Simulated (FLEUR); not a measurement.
The system is BaTiO3.

```
CELL_PARAMETERS angstrom
2.82737 1.63238 2.31839
-2.82737 1.63238 2.31839
0.00000 -3.26476 2.31839
ATOMIC_POSITIONS crystal
Ba 0.00000 0.00000 0.00000
Ti 0.48450 0.48450 0.48450
O 0.50860 0.01750 0.50860
O 0.01750 0.50860 0.50860
O 0.50860 0.50860 0.01750
```

Base run:

- Program: FLEUR MaX-R8.1 (later development tree)
- Functional: LDA
- Potentials or basis: all-electron
- Basis: FLAPW
- Kmax: 5.33 1/bohr
- k mesh: 7 × 7 × 7
- Occupations: fermi-dirac, width 0.05 eV
- Spin: no spin polarisation

Its results: band gap on the k mesh 2.41 eV, indirect (least direct gap 2.70 eV).

**Question.** The run is repeated on the same cell with these changes: functional from LDA to r2SCAN. What comes out?

**Answer.** Band gap on the k mesh 2.85 eV, indirect (least direct gap 3.16 eV).

r2SCAN gives the wider gap, since meta-GGAs in the generalised Kohn-Sham scheme recover part of the derivative discontinuity.

Caveats: spin-orbit coupling is left out, which moves the levels of the heavy elements; an odd mesh through Γ misses points on the zone boundary, where band edges often lie; the meta-GGA is that of a development version, with a GGA for the radial functions and cores and without core tails (some runs).
